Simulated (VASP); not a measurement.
# GaN: GW0, energies updated in G, by functional

GaN, Fm-3m (no. 225), 2 atoms in the cell.

| Functional | Quasiparticle gap on the mesh (eV) | Gap of the starting point on the mesh (eV) | Quasiparticle gap at the zone centre (eV) | Starting gap at the zone centre (eV) | Correction of the gap between the band edges on the mesh (eV) | Time (s) |
|---|---|---|---|---|---|---|
| LDA | 1.52 | 0.30 | 3.43 | 2.41 | 1.22 | 47 |
| PBE | 1.49 | 0.48 | 3.44 | 2.33 | 1.00 | 52 |
| PBEsol | 1.58 | 0.40 | 3.46 | 2.34 | 1.18 | 49 |
| r2SCAN | 1.70 | 1.01 | 3.69 | 2.87 | 0.69 | 55 |
| HSE06 | 1.99 | 1.84 | 3.91 | 3.70 | 0.14 | 154 |
| PBE0 | 2.15 | 2.59 | 4.09 | 4.46 | -0.44 | 128 |
| B3LYP | 1.81 | 2.07 | 3.90 | 4.11 | -0.25 | 161 |
| HSE03 | 1.93 | 1.58 | 3.85 | 3.43 | 0.35 | 146 |

Limits: the mesh is coarse: the screening isn't converged, and the gap may still move by about 0.1 eV.

## Input of the first row

INCAR.step1:
```
SYSTEM = GaN
PREC     = Accurate       ! precision mode
ENCUT    = 500            ! plane-wave cutoff, eV
ISMEAR   = 0              ! smearing method
SIGMA    = 0.05           ! smearing width, eV
LASPH    = .TRUE.         ! aspherical terms in the spheres
LREAL    = .FALSE.        ! projectors in reciprocal space
GGA      = CA             ! functional
ALGO     = Normal         ! electronic algorithm
EDIFF    = 1E-8           ! SCF threshold, eV
NELM     = 150            ! most SCF steps
LWAVE    = .TRUE.         ! write WAVECAR
LCHARG   = .FALSE.        ! write CHGCAR
KPAR     = 4             
```

INCAR.step2, as INCAR.step1 but for:
```
- ALGO = Normal
- NELM = 150
+ ALGO = Exact
+ NELM = 1
+ ISTART = 1
+ NBANDS = 132
+ LOPTICS = .TRUE.
```

INCAR.step3, as INCAR.step2 but for:
```
- ALGO = Exact
- NELM = 1
- EDIFF = 1E-8
- LWAVE = .TRUE.
- LOPTICS = .TRUE.
+ ALGO = EVGW0
+ NBANDSGW = 17
+ ENCUTGW = 200
+ NOMEGA = 48
+ PRECFOCK = Fast
+ LWAVE = .FALSE.
+ NELMGW = 4
```

KPOINTS:
```
k-points
0
Gamma
  4 4 4
```

POSCAR:
```
GaN
1.0
    0.0000000000      2.1352350000      2.1352350000
    2.1352350000      0.0000000000      2.1352350000
    2.1352350000      2.1352350000      0.0000000000
Ga N
1 1
Direct
    0.0000000000      0.0000000000      0.0000000000
    0.5000000000      0.5000000000      0.5000000000
```

Commands (each step's output is kept before the next begins):
```
cat potpaw_LDA.64/Ga_d_GW/POTCAR potpaw_LDA.64/N_GW/POTCAR > POTCAR
cp INCAR.step1 INCAR
mpirun -np 4 vasp_std > vasp.out
cp INCAR.step2 INCAR
mpirun -np 4 vasp_std > vasp.out
cp INCAR.step3 INCAR
mpirun -np 4 vasp_std > vasp.out
```

Changes of row 4 against the first:
```
(all steps)
- GGA = CA
+ METAGGA = R2SCAN
+ LMIXTAU = True
- cat potpaw_LDA.64/Ga_d_GW/POTCAR potpaw_LDA.64/N_GW/POTCAR > POTCAR
+ cat potpaw_PBE.64/Ga_d_GW/POTCAR potpaw_PBE.64/N_GW/POTCAR > POTCAR
```

VASP 6.6.1 took 47 s on 4 cores (Intel Xeon 6975P-C (Granite Rapids)), a shared host.
